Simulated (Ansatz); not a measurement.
Clean, relaxed (111) surface of TaC, space group Fm-3m (No. 225) (top face towards +c; atoms held fixed, by place in the list: 1, 2, 3):

```
CELL_PARAMETERS angstrom
3.13930 0.00000 0.00000
-1.56965 2.71872 0.00000
0.00000 0.00000 24.68969
ATOMIC_POSITIONS crystal
C 0.33333 0.66667 0.34427
Ta 0.66667 0.33333 0.39618
C 0.00000 0.00000 0.44809
Ta 0.33333 0.66667 0.50097
C 0.66667 0.33333 0.55034
Ta 0.00000 0.00000 0.60816
C 0.33333 0.66667 0.64856
```

Level of theory: Ansatz 0.2.0, DFT PBEsol, scalar-relativistic, plane waves, PAW. Plane waves to 420 eV, a k mesh through Γ of 9×9×1 on the computed 7-atom cell and Gaussian smearing (0.10 eV); no spin polarisation. A dipole correction removes the field between periodic images along c.

CH is adsorbed on the top face, one adsorbate per 8.5 Å², and relaxed from 3 starting sites (fractions of a and b). The adsorption energy is E(slab + adsorbate) − E(slab) − E(free adsorbate, spin-polarised where open-shell). Heights count from the highest slab atom after relaxation. Δφ is the top face's. Δp counts per cell along +c. Bonded neighbours lie within 1.25 times the sum of covalent radii (1.35 for H) and, on that scale, within 12 % of the closest. With the adsorbate the cell is lengthened along c to keep the vacuum.

```tsv
start	ends at	E_ads (eV)	height (Å)	shortest contact	Δφ (eV)	Δp (e·Å)	whole?
top (C) at (0.33, 0.67)	(0.33, 0.67), 1 bonded neighbour (C)	-6.73	1.25	C–C 1.25 Å	-5.63	+0.267	yes
hollow (C-Ta) at (0.67, 0.33)	(0.67, 0.33), 6 bonded neighbours (C and Ta)	-5.14	0.48	C–C 1.88 Å	-4.77	+0.226	yes
bridge (C-C) at (0.83, 0.67)	(0.89, 0.77), 1 bonded neighbour (Ta)	-6.40	0.56	C–C 1.70 Å	-3.57	+0.169	yes
```

Among the sites tried, the lowest end comes from the top (C) at (0.33, 0.67) start; other sites may lie lower.

Each end is the local minimum or symmetric point that its start leads to. The slab is only 7.7 Å thick, so the energies aren't converged with thickness.

The adsorbed runs have no spin polarisation, so weakly bound open-shell ends lie too high.